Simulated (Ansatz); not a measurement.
What 2 layers does to Sb2Te3

Take Sb2Te3 in the Bi2Te3 type structure (space group R-3m, No. 166; a = 4.210 Å, c = 29.190 Å (hexagonal axes)) as the base.

It is then changed as follows: a free-standing slab of 2 layers (10 atoms, 5 a layer) is cut normal to the stacking axis, with 15 Å of vacuum and the in-plane cell relaxed.

Method: Ansatz (a first-principles code) PBEsol-D3(BJ), without spin-orbit coupling. k-mesh 9×9×1 (Γ-centred); smearing 0.05 eV (Fermi–Dirac), for the changed cell.

| quantity | base | changed | shift |
|---|---|---|---|
| layer's space group (with vacuum) | – | P-3m1 (No. 164) | – |
| shortest interatomic distance | 2.974 Å | 2.958 Å | -0.0166 Å |
| band gap | zero | 0.39 eV | – |
| gap character | – | direct at Γ | – |
| valence-band top at Γ (three highest levels, from the VBM) | – | 0.00, -0.74, -1.01 eV | – |
| excess energy per area of both faces (slab less bulk energy over the cell's area: twice a surface energy) (uncertain by up to 0.1 J/m²) | – | 0.8 J/m² | – |
| in-plane lattice parameter a | 4.210 Å | 4.190 Å | -0.020 Å |

Final structure:

```xyz
10
Lattice="4.1902 0.0000 0.0000 2.0951 3.6289 0.0000 0.0000 0.0000 32.0267" Properties=species:S:1:pos:R:3 pbc="T T T"
Te     3.1427     0.6048     7.4586
Sb     5.2378     1.8144     9.1598
Te     1.0476    -0.6048    11.1130
Sb     3.1427     0.6048    13.0606
Te     5.2378     1.8144    14.7851
Te     5.2378    -0.6048    17.2416
Sb     7.3329     0.6048    18.9661
Te     3.1427    -1.8144    20.9137
Sb     5.2378    -0.6048    22.8669
Te     7.3329     0.6048    24.5681
```

Cost of the whole job for the changed cell (relaxation, final SCF and bands): about 6 core-minutes (a rough figure).

Slab and bulk use different k-meshes, which limits the precision of the excess energy. Spin-orbit coupling, missing from the scalar runs, can matter with Sb and Te. No phonon test of stability was made. All final runs are without spin polarisation. Gaps under 0.05 eV, about the width of the smearing, are given as zero. A zero or small gap of Sb2Te3 can be the functional's error rather than a property of the material. k-point labels follow each cell's own Brillouin zone.
